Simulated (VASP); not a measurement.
# Gap, carriers and strain in SbAs (Fm-3m), part 2 of 3

The runs below take SbAs at its given cell and follow the band edges through several levels. The cell is generated by rule, not measured, and may not be a known phase.

VASP 6.6.1, plane waves and PAW; the level of theory is named at each step.

Still holding for the runs below: The k-mesh is coarse for a metal.

So far. Step 3 (Bands on a dense mesh): At -4.5 GPa the cell is away from the equilibrium volume of this level: left free, it would shrink.

The structure was built from a prototype and need not be the compound's stable phase.

**4. Bands with spin-orbit coupling**

This step: PBEsol, spin-orbit coupling; plane waves and PAW (As, Sb); invented cell (VASP 6.6.1).

Spin-orbit coupling can split and shift the band edges, more so for heavy elements, so the bands are solved again with spinors.

Input file INCAR:

```
SYSTEM = SbAs
PREC = Accurate
ENCUT = 400
EDIFF = 1E-06
NELM = 100
ISMEAR = 0
SIGMA = 0.02
LREAL = .FALSE.
ALGO = Normal
GGA = PS
LNONCOLLINEAR = .TRUE.
MAGMOM = 0 0 0 0 0 0
NBANDS = 22
GGA_COMPAT = .FALSE.
LASPH = .TRUE.
LSORBIT = .TRUE.
LORBIT = 11
LWAVE = .FALSE.
LCHARG = .FALSE.
KPAR = 4
ISIF = 2
```

Input file POSCAR:

```
SbAs
1.0
    0.0000000000      2.9500000000      2.9500000000
    2.9500000000      0.0000000000      2.9500000000
    2.9500000000      2.9500000000      0.0000000000
As Sb
1 1
Direct
    0.0000000000      0.0000000000      0.0000000000
    0.5000000000      0.5000000000      0.5000000000
```

Input file KPOINTS:

```
Automatic mesh
0
Gamma
8 8 8
0 0 0
```

Input file KPOINTS_OPT:

```
Line mode
16
Line-mode
Reciprocal
  0.00000000   0.00000000   0.00000000 GAMMA
  0.50000000   0.00000000   0.50000000 X

  0.50000000   0.00000000   0.50000000 X
  0.50000000   0.25000000   0.75000000 W

  0.50000000   0.25000000   0.75000000 W
  0.37500000   0.37500000   0.75000000 K

  0.37500000   0.37500000   0.75000000 K
  0.00000000   0.00000000   0.00000000 GAMMA

  0.00000000   0.00000000   0.00000000 GAMMA
  0.50000000   0.50000000   0.50000000 L

  0.50000000   0.50000000   0.50000000 L
  0.62500000   0.25000000   0.62500000 U

  0.62500000   0.25000000   0.62500000 U
  0.50000000   0.25000000   0.75000000 W

  0.50000000   0.25000000   0.75000000 W
  0.50000000   0.50000000   0.50000000 L

  0.50000000   0.50000000   0.50000000 L
  0.37500000   0.37500000   0.75000000 K

  0.62500000   0.25000000   0.62500000 U
  0.50000000   0.00000000   0.50000000 X
```

PAW data sets: As and Sb (PBE family, release 64).

Run with:

```
mpirun -np 4 vasp_ncl
```

What it wrote:

```text
[... set-up lines as in an earlier step ...]
 entering main loop
       N       E                     dE             d eps       ncg     rms          rms(c)
DAV:   1     0.259707158552E+02    0.25971E+02   -0.30498E+03  1276   0.601E+02
DAV:   2    -0.772821937540E+01   -0.33699E+02   -0.32051E+02  1712   0.113E+02
DAV:   3    -0.970104558221E+01   -0.19728E+01   -0.19488E+01  1542   0.270E+01
DAV:   4    -0.971768290109E+01   -0.16637E-01   -0.16623E-01  1478   0.294E+00
DAV:   5    -0.971784237936E+01   -0.15948E-03   -0.15948E-03  1496   0.317E-01    0.290E+00
DAV:   6    -0.965007576413E+01    0.67767E-01   -0.13635E-01  1390   0.179E+00    0.174E+00
DAV:   7    -0.965008382933E+01   -0.80652E-05   -0.22054E-02  1462   0.810E-01    0.793E-01
DAV:   8    -0.964950901318E+01    0.57482E-03   -0.72236E-04  1420   0.170E-01    0.421E-01
DAV:   9    -0.964946854749E+01    0.40466E-04   -0.23703E-04  1462   0.945E-02    0.530E-02
DAV:  10    -0.964946468505E+01    0.38624E-05   -0.72087E-05  1386   0.456E-02    0.288E-02
DAV:  11    -0.964946449722E+01    0.18784E-06   -0.14044E-05  1354   0.251E-02    0.166E-03
DAV:  12    -0.964946460728E+01   -0.11006E-06   -0.60300E-07  1048   0.507E-03
   1 F= -.96494646E+01 E0= -.96494005E+01  d E =-.128164E-03  mag=     0.0000    -0.0000     0.0000
 Start KPOINTS_OPT (optional k-point list driver)
k-point batch [1-29\160]
       N       E                     dE             ncg
DAV:   1     0.116704416574E+04   -0.48106E+04     1276
DAV:   2     0.136075082013E+03   -0.10310E+04     1806
DAV:   3     0.814160256463E+02   -0.54659E+02     1620
DAV:   4     0.809707313667E+02   -0.44529E+00     1530
DAV:   5     0.809663982643E+02   -0.43331E-02     1518
DAV:   6     0.809663139395E+02   -0.84325E-04     1576
DAV:   7     0.809663116231E+02   -0.23164E-05     1520
DAV:   8     0.809663115593E+02   -0.63782E-07     1150
[...]
k-point batch [146-160\160]
       N       E                     dE             ncg
DAV:   1     0.426097051210E+04   -0.39842E+04      660
DAV:   2     0.374574467284E+04   -0.51523E+03      922
DAV:   3     0.372274814721E+04   -0.22997E+02      812
DAV:   4     0.372257714278E+04   -0.17100E+00      798
DAV:   5     0.372257503113E+04   -0.21116E-02      804
DAV:   6     0.372257498777E+04   -0.43360E-04      800
DAV:   7     0.372257498669E+04   -0.10834E-05      804
DAV:   8     0.372257498666E+04   -0.26008E-07      632
```

It took 83 s on 4 MPI ranks of AMD EPYC 7R43, shared host; peak memory 0.94 GiB; 5.3 min of CPU time.

OUTCAR, selected parts (step 4):

```text
The static configuration has the point symmetry O_h .

 Found     29 irreducible k-points:

   k-points           NKPTS =     29   k-points in BZ     NKDIM =     29   number of bands    NBANDS=     22

   NELECT =      10.0000    total number of electrons

 E-fermi :   6.1176

 k-point     1 :       0.0000    0.0000    0.0000
  band No.  band energies     occupation
    ...
      6       4.0948      1.00000
      7       4.6006      1.00000
      8       4.6006      1.00000
      9       4.6006      1.00000
     10       4.6006      1.00000
     11       9.1942      0.00000
     12       9.1942      0.00000
     13       9.9483      0.00000
     14       9.9483      0.00000
     15       9.9483      0.00000
    ...

 k-point     2 :       0.1250    0.0000    0.0000
  band No.  band energies     occupation
    ...
      6       4.2175      1.00000
      7       4.6281      1.00000
      8       4.6281      1.00000
      9       4.8937      1.00000
     10       4.8937      1.00000
     11       8.5552      0.00000
     12       8.5552      0.00000
     13       9.1560      0.00000
     14       9.1560      0.00000
     15       9.2370      0.00000
    ...

  Total       -1.4363748     -1.4363748     -1.4363748     -0.0000000      0.0000000      0.0000000
  in kB      -44.8210804    -44.8210804    -44.8210804     -0.0000000      0.0000000      0.0000000
  external PRESSURE =     -44.8210804 kB  Pullay stress =       0.0000000 kB

 POSITION                                       TOTAL-FORCE (eV/Angst)
 -----------------------------------------------------------------------------------
      0.00000      0.00000      0.00000        -0.000000     -0.000000      0.000000
      2.95000      2.95000      2.95000         0.000000      0.000000     -0.000000
 -----------------------------------------------------------------------------------
    total drift:                               -0.000000      0.000000      0.000000

  FREE ENERGIE OF THE ION-ELECTRON SYSTEM (eV)
  ---------------------------------------------------
  free  energy   TOTEN  =        -9.6494646073 eV

  energy  without entropy=       -9.6493364433  energy(sigma->0) =       -9.64940053

 Spin-Orbit-Coupling matrix elements
 Ion:    1  E_soc:     -0.0264546
 Ion:    2  E_soc:     -0.1486380

 total charge
# of ion       s       p       d       tot
------------------------------------------
    1        1.298   1.341   0.033   2.671
    2        1.234   1.041   0.043   2.318
--------------------------------------------------
tot          2.531   2.382   0.076   4.989

 magnetization (x)
# of ion       s       p       d       tot
------------------------------------------
    1        0.000   0.000   0.000   0.000
    2        0.000  -0.000   0.000   0.000
--------------------------------------------------
tot          0.000  -0.000   0.000   0.000

 magnetization (y)
# of ion       s       p       d       tot
------------------------------------------
    1        0.000  -0.000   0.000  -0.000
    2       -0.000   0.000   0.000  -0.000
--------------------------------------------------
tot         -0.000   0.000   0.000  -0.000

 magnetization (z)
# of ion       s       p       d       tot
------------------------------------------
    1       -0.000   0.000   0.000  -0.000
    2        0.000   0.000   0.000   0.000
--------------------------------------------------
tot         -0.000   0.000   0.000  -0.000

[... 7 parts as in an earlier step ...]

[... 5 further parts left out ...]
```

LASPH is on here and off in the session's scalar semilocal runs, so a comparison with those holds both changes.

Numbers from this step:

```
bands                   : 22
irreducible k-points    : 29
free energy (TOTEN)     : -9.649 eV
energy at zero smearing : -9.649 eV
Fermi energy            : 6.118 eV
pressure                : -4.482 GPa
```

The spin moment in the PAW sphere vanishes on all atoms.

On-site spin-orbit energy by atom:

```
atom  on-site spin-orbit energy (eV)
 As1                          -0.026
 Sb2                          -0.149
```

Electronic bands along the path, in eV, zero at the Fermi level; # counts the bands kept, so #1 is VASP's band 3:

```
          point     #7     #8     #9    #10   #11   #12   #13   #14
              Γ  -1.52  -1.52   3.08   3.08  3.83  3.83  3.83  3.83
0.53 of the way  -2.45  -2.45   2.75   2.75  3.24  3.24  4.18  4.18
              X  -3.55  -3.55   2.41   2.41  5.16  5.16  5.75  5.75
0.53 of the way  -2.30  -2.30   3.13   3.13  3.47  3.47  5.75  5.75
              W   0.01   0.01   0.40   0.40  5.39  5.39  5.48  5.48
0.53 of the way  -1.48  -1.48   1.92   1.92  4.48  4.48  5.37  5.37
              K  -2.75  -2.75   3.25   3.25  3.76  3.76  4.54  4.54
0.47 of the way  -0.16  -0.16   0.21   0.21  0.68  0.68  4.38  4.38
              Γ  -1.52  -1.52   3.08   3.08  3.83  3.83  3.83  3.83
0.47 of the way  -0.80  -0.80   1.42   1.42  1.90  1.90  2.11  2.11
              L  -0.61  -0.61  -0.06  -0.06  0.04  0.04  0.57  0.57
0.47 of the way  -1.61  -1.61   1.33   1.33  1.86  1.86  3.55  3.55
              U  -2.75  -2.75   3.25   3.25  3.76  3.76  4.54  4.54
0.47 of the way  -1.48  -1.48   1.92   1.92  4.48  4.48  5.37  5.37
              W   0.01   0.01   0.40   0.40  5.39  5.39  5.48  5.48
0.47 of the way  -0.21  -0.21   0.09   0.09  3.68  3.68  4.28  4.28
              L  -0.61  -0.61  -0.06  -0.06  0.04  0.04  0.57  0.57
0.47 of the way  -1.61  -1.61   1.33   1.33  1.86  1.86  3.55  3.55
              K  -2.75  -2.75   3.25   3.25  3.76  3.76  4.54  4.54
      jump to U  -2.75  -2.75   3.25   3.25  3.76  3.76  4.54  4.54
0.47 of the way  -3.30  -3.30   2.98   2.98  4.49  4.49  5.06  5.06
              X  -3.55  -3.55   2.41   2.41  5.16  5.16  5.75  5.75
```

Of the projections kept (As, Sb), the largest for each band there; the rest of the weight can lie on other orbitals:

```
point       #7       #8       #9      #10      #11      #12      #13      #14
    Γ  As 0.63  As 0.63  Sb 0.58  Sb 0.58  Sb 0.63  Sb 0.63  Sb 0.63  Sb 0.63
    X  As 0.55  As 0.55  Sb 0.60  Sb 0.60  As 0.51  As 0.51  As 0.50  As 0.50
    W  As 0.81  As 0.81  Sb 0.82  Sb 0.82  As 0.79  As 0.79  As 0.80  As 0.80
    K  As 0.50  As 0.50  Sb 0.51  Sb 0.51  As 0.62  As 0.62  Sb 0.79  Sb 0.79
    Γ  As 0.63  As 0.63  Sb 0.58  Sb 0.58  Sb 0.63  Sb 0.63  Sb 0.63  Sb 0.63
    L  Sb 0.82  Sb 0.82  Sb 0.68  Sb 0.68  Sb 0.93  Sb 0.93  As 0.54  As 0.54
```

**5. Orbitals for bands with HSE06**

This step: PBE; plane waves and PAW (As, Sb); invented cell (VASP 6.6.1).

The hybrid starts from PBE orbitals, which saves many expensive cycles.

Input file INCAR:

```
SYSTEM = SbAs
PREC = Accurate
ENCUT = 400
EDIFF = 1E-05
NELM = 100
ISMEAR = 0
SIGMA = 0.02
LREAL = .FALSE.
ALGO = Normal
GGA = PE
NBANDS = 11
LORBIT = 11
LWAVE = .TRUE.
LCHARG = .FALSE.
KPAR = 4
```

POSCAR is that of step 4.

Input file KPOINTS:

```
Automatic mesh
0
Gamma
4 4 4
0 0 0
```

Run with:

```
mpirun -np 4 vasp_std
```

What it wrote:

```text
[banner, memory and clock lines left out]
running    4 mpi-ranks, on    1 nodes
 distrk:  each k-point on    1 cores,    4 groups
 distr:  one band on    1 cores,    1 groups

 POSCAR found type information on POSCAR AsSb
 POSCAR found :  2 types and       2 ions
 LDA part: xc-table for (Slater+PW92), standard interpolation
 POSCAR, INCAR and KPOINTS ok, starting setup
 FFT: planning ... GRIDC
 FFT: planning ... GRID_SOFT
 FFT: planning ... GRID
 WAVECAR not read
 entering main loop
       N       E                     dE             d eps       ncg     rms          rms(c)
DAV:   1     0.214131023894E+02    0.21413E+02   -0.32848E+03   176   0.609E+02
DAV:   2    -0.766194985167E+01   -0.29075E+02   -0.28074E+02   268   0.968E+01
DAV:   3    -0.880092716225E+01   -0.11390E+01   -0.11229E+01   231   0.201E+01
DAV:   4    -0.880796963172E+01   -0.70425E-02   -0.70417E-02   197   0.199E+00
DAV:   5    -0.880803169882E+01   -0.62067E-04   -0.62067E-04   217   0.197E-01    0.293E+00
DAV:   6    -0.874183689364E+01    0.66195E-01   -0.44547E-01   188   0.229E+00    0.174E+00
DAV:   7    -0.874146421389E+01    0.37268E-03   -0.27369E-02   194   0.977E-01    0.923E-01
DAV:   8    -0.874251592534E+01   -0.10517E-02   -0.11504E-02   194   0.478E-01    0.119E-01
DAV:   9    -0.874231885886E+01    0.19707E-03   -0.14528E-03   188   0.187E-01    0.524E-02
DAV:  10    -0.874234477756E+01   -0.25919E-04   -0.70068E-04   203   0.107E-01    0.229E-02
DAV:  11    -0.874232562006E+01    0.19157E-04   -0.11285E-04   182   0.503E-02    0.834E-03
DAV:  12    -0.874232596143E+01   -0.34136E-06   -0.10700E-05   115   0.155E-02
   1 F= -.87423260E+01 E0= -.87417598E+01  d E =-.113238E-02
 writing wavefunctions
```

It took 4.2 s on 4 MPI ranks; peak memory 0.46 GiB; 14 s of CPU time.

From OUTCAR (step 5):

```text
   k-points           NKPTS =      8   k-points in BZ     NKDIM =      8   number of bands    NBANDS=     11

   NELECT =      10.0000    total number of electrons

 E-fermi :   6.0877

 k-point     1 :       0.0000    0.0000    0.0000
  band No.  band energies     occupation
      1      -7.0613      2.00000
      2       1.0848      2.00000
      3       4.5394      2.00000
      4       4.5394      2.00000
      5       4.5394      2.00000
      6       9.8330      0.00000
      7       9.8330      0.00000
      8       9.8330      0.00000
      9      11.6424      0.00000
     10      11.6424      0.00000
    ...

  Total       -0.7020362     -0.7020362     -0.7020362     -0.0000000     -0.0000000     -0.0000000
  in kB      -21.9065527    -21.9065527    -21.9065527     -0.0000000     -0.0000000     -0.0000000
  external PRESSURE =     -21.9065527 kB  Pullay stress =       0.0000000 kB

  FREE ENERGIE OF THE ION-ELECTRON SYSTEM (eV)
  ---------------------------------------------------
  free  energy   TOTEN  =        -8.7423259614 eV

  energy  without entropy=       -8.7411935855  energy(sigma->0) =       -8.74175977

[... 7 parts as in an earlier step ...]

[... 10 further parts left out ...]
```

This step gave:

* bands: 11
* irreducible k-points: 8
* free energy (TOTEN): -8.742 eV
* energy at zero smearing: -8.742 eV
* Fermi energy: 6.088 eV
* pressure: -2.191 GPa

The run ends at a pressure of -2.19 GPa.

(Part 2 of 3 ends here.)

[Lines on the potential files, build, host, timing and source positions are cut from VASP's logs without a mark.]

[Logs are printed without paths, hosts, clocks, repeated set-up lines and the standing remarks that a program may print on its own settings, such as how far it seeks lower states.]

[Hosts, paths, dates, database ids (printed as entryN), source tags and the programs' standing remarks are cut or masked in the printed files.]

[In band tables of VASP the shares of atoms and orbitals are scaled to a sum of 1 inside the atoms' spheres.]

[Gaps and slopes under strain along one axis are those of the sampled path and mesh points; where strain splits equal valleys, another of them can be the edge.]
